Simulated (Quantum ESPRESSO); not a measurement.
**CaO: dielectric tensor and Born charges under several settings**

```xyz
2
Lattice="0.0000 2.4036 2.4036 2.4036 0.0000 2.4036 2.4036 2.4036 0.0000" Properties=species:S:1:pos:R:3 pbc="T T T"
Ca    0.0000    0.0000    0.0000
O     2.4036    2.4036    2.4036
```

The cell is a database's computed one.

All runs used Quantum ESPRESSO 7.5; k mesh 8 × 8 × 8, shifted; given cell; no spin polarisation; cutoff 1143 eV; occupations smeared at first, fixed for the response.

```tsv
level	potentials	pressure (GPa)	ε∞ (diagonal)	Born charge of atom 1 (e)
LDA	PseudoDojo 0.4.1 SR LDA standard	-7.3	3.83	2.35
PBE	PseudoDojo 0.4.1 SR PBE standard	1.3	3.78	2.36
PBEsol	PseudoDojo 0.4.1 SR PBEsol standard	-3.0	3.83	2.35
WC	PseudoDojo 0.4.1 SR PBE standard	?	?	?
BLYP	PseudoDojo 0.4.1 SR PBE standard	4.3	3.69	2.36
AM05	PseudoDojo 0.4.1 SR PBE standard	-1.9	3.82	2.36
```

Problem. What stands in the row left open?

Solution. Pressure -2.8 GPa; ε∞ 3.83; Born charge of atom 1 2.35 e.

Caveats: the cell is more than 3 GPa from zero pressure, which shifts response properties (some runs); the potentials were made for another functional, which shifts forces and pressure (some runs).

For the row left open. Caveat: the potentials were made for another functional, which shifts forces and pressure.
